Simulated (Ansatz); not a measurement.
System: YN (rock salt type), 2 atoms in the cell.

```
Y N
1.0
     0.00000    2.46000    2.46000
     2.46000    0.00000    2.46000
     2.46000    2.46000    0.00000
Y N
1 1
Direct
  0.00000 0.00000 0.00000
  0.50000 0.50000 0.50000
```

The calculation used Ansatz, HSE06, plane waves, PAW datasets (generated soft set 1).

Cutoff 420 eV; exchange singularity: regularized; k-mesh 6×6×6 Γ-centred; Fermi–Dirac smearing of 0.02 eV; no spin polarisation.

How large is the gap on this mesh, is it direct, and where do the band edges lie (fractions of the reciprocal vectors of this cell)?

1.12 eV, indirect from (0.000, 0.000, 0.000) to (0.000, -0.500, -0.500); the smallest direct gap is 1.60 eV.

List the levels near the gap at (0.000, 0.000, 0.000), (0.000, 0.000, 0.167), (0.000, 0.000, -0.500), (0.000, 0.333, -0.333), (0.000, -0.500, -0.500), in eV from the top of the valence band (v1 is the highest filled band, c1 the lowest empty one).


| k | v4 | v3 | v2 | v1 | c1 | c2 | c3 |
| --- | --- | --- | --- | --- | --- | --- | --- |
| (0.000, 0.000, 0.000) | -14.32 | 0.00 | 0.00 | 0.00 | 4.28 | 4.28 | 4.28 |
| (0.000, 0.000, 0.167) | -13.84 | -1.50 | -0.82 | -0.82 | 4.43 | 4.95 | 4.95 |
| (0.000, 0.000, -0.500) | -12.44 | -4.42 | -2.41 | -2.41 | 7.04 | 7.64 | 7.73 |
| (0.000, 0.333, -0.333) | -13.11 | -3.00 | -1.83 | -1.83 | 4.73 | 6.87 | 7.79 |
| (0.000, -0.500, -0.500) | -13.85 | -1.81 | -0.48 | -0.48 | 1.12 | 8.06 | 8.45 |

A gap read on the mesh is an upper bound of this method's gap, since the mesh can miss a band edge. Spin–orbit coupling is left out; with heavy elements it can shift the gap and split levels by tenths of an eV.
